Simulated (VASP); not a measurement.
Here is a VASP 6.6.1 calculation.

POSCAR

```
MgO
1.0
    2.6010506602      0.0000000000      0.0000000000
    0.0000000000      2.6010506602      0.0000000000
    0.0000000000      0.0000000000      2.6183176627
Mg O
1 1
Direct
    0.0000000000      0.0000000000      0.0000000000
    0.5000000000      0.5000000000      0.5000000000
```

INCAR.step1

```
ALGO     = Normal         # electronic algorithm
EDIFF    = 1E-5           # SCF threshold, eV
ENCUT    = 520            # plane-wave cutoff, eV
GGA      = PE             # functional
ISIF     = 2              # what is computed and relaxed
ISMEAR   = 0              # smearing method
LASPH    = T              # aspherical terms in the spheres
LCHARG   = F              # write CHGCAR
LREAL    = F              # projectors in reciprocal space
LWAVE    = T              # write WAVECAR
NBANDS   = 11             # bands
NELM     = 100            # most SCF steps
PREC     = Accurate       # precision mode
SIGMA    = 0.01           # smearing width, eV
```

File INCAR.step2:

```
ALGO     = Normal         # electronic algorithm
EDIFF    = 1E-6           # SCF threshold, eV
ENCUT    = 520            # plane-wave cutoff, eV
GGA      = PE             # functional
HFSCREEN = 0.2079         # screening, 1/A
ISIF     = 2              # what is computed and relaxed
ISMEAR   = 0              # smearing method
ISTART   = 1            
LASPH    = T              # aspherical terms in the spheres
LCHARG   = F              # write CHGCAR
LHFCALC  = T              # exact exchange
LREAL    = F              # projectors in reciprocal space
LWAVE    = F              # write WAVECAR
NBANDS   = 11             # bands
NELM     = 100            # most SCF steps
PREC     = Accurate       # precision mode
PRECFOCK = Normal       
SIGMA    = 0.01           # smearing width, eV
```

File KPOINTS:

```
k-points
0
Gamma
  6 6 6
```

Potentials or basis: VASP PAW PBE potentials, release 64 (Mg, O).

Run with:

```sh
$ cat potpaw_PBE.64/Mg/POTCAR potpaw_PBE.64/O/POTCAR > POTCAR
$ cp INCAR.step1 INCAR
$ mpirun -np 1 vasp_std > vasp.out
$ cp INCAR.step2 INCAR
$ mpirun -np 1 vasp_std > vasp.out
```

**Question.** What does it give for the pressure?

**Answer.** 1.9 GPa.

**Question.** Predict the band gap on the k mesh.

**Answer.** 4.31 eV, indirect (least direct gap 5.43 eV).

Stress tensor (GPa, compression positive):
```
 3.50  0.00  0.00
 0.00  3.50  0.00
 0.00  0.00 -1.24
```

Caveat: the PAW data sets were made with another functional, which shifts forces and pressure a little. A k mesh can miss the band edges.
